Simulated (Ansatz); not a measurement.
**Ionic part of the dielectric constant of BaS, mode by mode**

Computed with DFT PBEsol, scalar-relativistic, plane waves, PAW in Ansatz 0.2.0. Settings: 420 eV plane-wave cutoff, Γ-centred 8×8×8 mesh, fixed occupations. No spin polarisation. Phonons by linear response, acoustic sum rule imposed.

The structure is cubic, space group Fm-3m (No. 225). Conventional cell: a = 6.332 Å, b = 6.332 Å, c = 6.332 Å, α = 90.00°, β = 90.00°, γ = 90.00°. Around Ba (site symmetry m-3m) lie 6 S at 3.17 Å. S (site symmetry m-3m) is surrounded by 6 Ba at 3.17 Å.

Spin–orbit coupling is left out, which matters for heavy elements.

The primitive cell has V = 63.45 Å³ and ε∞,yy = 4.990. Each polar mode adds Δε = (4.92064×10⁷/V)·S/ν² along y, with S its oscillator strength in e²/amu, ν in cm⁻¹ and V in Å³.

Question: From these modes, find each Δε and ε0,yy.
```
ν (cm⁻¹) S_yy (e²/amu)
   144.9         0.2635
```

Answer:
| ν (cm⁻¹) | Δε |
| --- | --- |
| 144.9 | 9.73 |

The sum is 9.733, so ε0,yy = 14.72; the run's tensor has 14.72.

Question: Where do the longitudinal modes lie for a wave vector along y?

Answer: At 249 cm⁻¹. The Lyddane–Sachs–Teller product Π(ν_LO/ν_TO)² = 2.95 matches ε0/ε∞ = 2.95.

Cost: 1 run of about 1.4 core-minutes, on Arm Neoverse N1 (shared hosts).